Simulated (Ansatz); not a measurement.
Runs of Ansatz 0.2.0 on Si2Mo. It takes space group I4/mmm (No. 139, tetragonal). Conventional cell: a = 3.200 Å, b = 3.200 Å, c = 7.861 Å, α = 90.00°, β = 90.00°, γ = 90.00°. Mo (site symmetry 4/mmm) has 10 Si at 2.62 Å as nearest neighbours. Si (site symmetry 4mm) has 5 Si at 2.61 to 2.63 Å and 5 Mo at 2.62 Å as nearest neighbours. 

| task | level | potentials or basis | cell | cutoff (eV) | points for each segment of the path | pressure (GPa) | V0 of scaled cells (Å³/atom) | relaxed volume (Å³/atom) | B0 (GPa) | largest force (eV/Å) |
| --- | --- | --- | --- | --- | --- | --- | --- | --- | --- | --- |
| equation of state | PBE | Ansatz PAW large core | as given | 420 | - | - | 13.56 | - | 208 | - |
| relaxation of cell and atoms | PBE+D3(BJ) | Ansatz PAW | relaxed | 420 | - | 0.0 | - | 13.13 | - | - |
| equation of state | r2SCAN+D3(BJ) | Ansatz PAW | as given | 500 | - | - | 13.13 | - | 231 | - |
| band structure | revPBE | Ansatz PAW | as given | 420 | 14 | 4.2 | - | - | - | (b) |
| equation of state | LDA | PseudoDojo LDA | as given | 1088 | - | - | 13.03 | - | 229 | - |
| relaxation of cell and atoms | rPW86-PBE | Ansatz PAW | relaxed | 420 | - | 0.0 | - | 13.89 | - | - |
| relaxation of cell and atoms | PBEsol+D4 | Ansatz PAW | relaxed | 420 | - | 0.0 | - | (a) | - | 0.01 |

Alike in all rows: no spin polarisation; k mesh 12 × 12 × 12; smearing fermi-dirac 0.05 eV.

**Question.** Fill in the values left out.

**Answer.** (a) 13.05; (b) 0.26.

Caveats: the cell was scaled at fixed shape and fractional positions, which overstates the stiffness of a crystal with free parameters, most of all of layers and chains (some runs); the plane-wave basis is chosen anew once the cell has moved, so the energies of steps on either side of that aren't comparable (some runs); the PAW data sets come from PBE, with cores solved anew for the run's functional, which leaves a small shift of forces and pressure (some runs); this set keeps more shells in the core, which shifts pressures and gaps (some runs); the PAW data sets were made with another functional, which shifts forces and pressure a little (some runs).
